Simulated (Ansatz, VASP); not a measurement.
**Two plane-wave programs on PbS**

File INCAR:

```
SYSTEM = PbS
PREC = Accurate
ENCUT = 520
EDIFF = 1E-6
ISMEAR = 0
SIGMA = 0.02
LREAL = .False.
LASPH = .True.
NELM = 100
ALGO = Normal
ISIF = 2
LWAVE = .False.
LCHARG = .False.
GGA = PS
NBANDS = 28
```

KPOINTS

```
regular mesh
0
Gamma
  6 6 2
  0 0 0
```

The input POSCAR:

```
PbS
1.0
    2.9016313273     -3.0153990057     -0.1193129516
    2.9016313273      3.0153990057     -0.1193129516
   -2.9294786583      0.0000000000     20.8074210928
Pb S
2 2
Direct
    0.7236747847      0.7346682143      0.9377999140
    0.2653317857      0.2763252153      0.0622000860
    0.2624755839      0.2108821543      0.9363262042
    0.7891178457      0.7375244161      0.0636737958
```

Input for Ansatz:

```yaml
crystal:
  lattice:
    - [2.9016313273, -3.0153990057, -0.1193129516]
    - [2.9016313273, 3.0153990057, -0.1193129516]
    - [-2.9294786583, 0.0, 20.8074210928]
  atoms:
    - { symbol: Pb, position: [0.7236747847, 0.7346682143, 0.937799914] }
    - { symbol: Pb, position: [0.2653317857, 0.2763252153, 0.062200086] }
    - { symbol: S, position: [0.2624755839, 0.2108821543, 0.9363262042] }
    - { symbol: S, position: [0.7891178457, 0.7375244161, 0.0636737958] }
basis:
  ecutwfc: 420
kpoints:
  mp_grid: { grid: [6, 6, 2] }
hamiltonian:
  xc: pbesol
scf:
  occupations: { method: gaussian, width: 0.02 }
output:
  forces: true
  stress: true
  eigenvalues: true
```

Alike in both runs: task single point; functional PBEsol; k mesh 6 × 6 × 2; occupations gaussian, width 0.02 eV; no spin polarisation.

```csv
,VASP,Ansatz
version,VASP 6.6.1,Ansatz 0.2.0
potentials or method,"VASP PAW PBE potentials, release 64 (Pb_d, S)","scalar-relativistic, plane waves, PAW"
plane-wave cutoff (eV),520,420
valence electrons in the cell,40,40
```

VASP gave:

```
gap on the k mesh at the Fermi level (eV) : 1.61
least direct gap on the mesh (eV)         : 1.61
rms of the force components (eV/Å)        : 0.286
```

Which values does Ansatz return?

gap on the k mesh at the Fermi level (eV): 1.61; least direct gap on the mesh (eV): 1.61; rms of the force components (eV/Å): 0.287.

Atom by atom the forces differ by 0.003 eV/Å (rms over components).

Caveats: the PAW data sets were made with another functional, which shifts forces and pressure a little (VASP); spin-orbit coupling is left out, which as a rule narrows the gap of such compounds by several tenths of an eV.
